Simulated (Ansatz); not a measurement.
**Mo: from a trial structure to a relaxed crystal**

Method: Ansatz 0.2.0, DFT r2SCAN, scalar-relativistic, plane waves, PAW. Cutoff 500 eV, Γ-centred k mesh, Gaussian smearing, no spin polarisation in the final step.

The start puts Mo on the omega structure type (P6/mmm, No. 191), at a guessed volume.

```yaml
crystal:
  lattice:
    - [4.70773, 0.00000, 0.00000]
    - [-2.35386, 4.07701, 0.00000]
    - [0.00000, 0.00000, 2.88604]
  atoms:
    - { symbol: Mo, position: [0.00000, 0.00000, 0.00000] }
    - { symbol: Mo, position: [0.33333, 0.66667, 0.50000] }
    - { symbol: Mo, position: [0.66667, 0.33333, 0.50000] }
```

Cell and atoms relax at zero pressure; the relaxation can't lower the symmetry of the start. After a coarse first stage the cell is made exact in the group found at 0.06 Å.

Energies count from the standard state of Mo at the same level.

Problem. Describe the relaxed structure.

Solution. It keeps P6/mmm (No. 191). The result has the omega structure. Conventional cell: a = 4.658 Å, c = 2.543 Å. Around Mo on Wyckoff site a (1 atom of the primitive cell) lie 2 Mo at 2.54 Å and 12 Mo at 2.97 Å; Mo on Wyckoff site d (2 atoms of the primitive cell) is coordinated by 5 Mo at 2.54–2.69 Å and 6 Mo at 2.97 Å.

```cif
data_structure
_symmetry_space_group_name_H-M 'P6/mmm'
_symmetry_Int_Tables_number 191
_cell_length_a 4.6580
_cell_length_b 4.6580
_cell_length_c 2.5430
_cell_angle_alpha 90.000
_cell_angle_beta 90.000
_cell_angle_gamma 120.000
_cell_volume 47.78
loop_
_atom_site_label
_atom_site_type_symbol
_atom_site_symmetry_multiplicity
_atom_site_Wyckoff_symbol
_atom_site_fract_x
_atom_site_fract_y
_atom_site_fract_z
_atom_site_occupancy
Mo1 Mo 1 a 0.00000 0.00000 0.00000 1
Mo2 Mo 2 d 0.33333 0.66667 0.50000 1
```

Problem. What are its volume, energy, density and gap?

Solution. The volume per atom is 15.93 Å³. The density is 10.00 g/cm³ and the energy over the standard structure is 0.45 eV/atom. The gap on the 12×12×18 mesh is 0 eV (a metal).

The final run used a 12×12×18 mesh on its 3-atom cell and 0.10 eV smearing. The k mesh leaves about 4 meV/atom of noise in metals. Symmetry constrained the relaxation, so the result can be a saddle point.